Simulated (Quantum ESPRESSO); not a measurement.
AlN:

```
Al N
1.0
     0.00000    2.18399    2.18399
     2.18399    0.00000    2.18399
     2.18399    2.18399    0.00000
Al N
1 1
Cartesian
  0.0000 0.0000 0.0000
  1.0920 1.0920 1.0920
```

Measurements of this composition are mostly on another form, of space group No. 186.

Base run:

| Quantity | Value |
| --- | --- |
| Program | Quantum ESPRESSO 7.5 |
| Functional | WC |
| Potentials or basis | GBRV 1.5 PBE |
| Cutoff | 612 eV |
| Density cutoff | 4898 eV |
| k mesh | 8 × 8 × 8, shifted |
| Occupations | fermi-dirac, width 0.05 eV |
| Spin | no spin polarisation |

Its results: pressure 2.3 GPa; electronic dielectric tensor (diagonal) 4.64.

Task: After a change of settings the same cell gave: pressure 9.4 GPa; electronic dielectric tensor (diagonal) 4.39. Which change was it?
A. functional from WC to PBEsol; potentials or basis from GBRV 1.5 PBE to GBRV 1.5 PBEsol
B. functional from WC to AM05
C. functional from WC to BLYP
D. functional from WC to LDA; potentials or basis from GBRV 1.5 PBE to GBRV 1.5 LDA

Result: C.

BLYP binds less tightly than WC, so the same cell stands under more pressure.

Caveats: the potentials were made for another functional, which shifts forces and pressure; the cell is more than 3 GPa from zero pressure, which shifts response properties (some runs).

Runs at the PBE level aren't shown here.
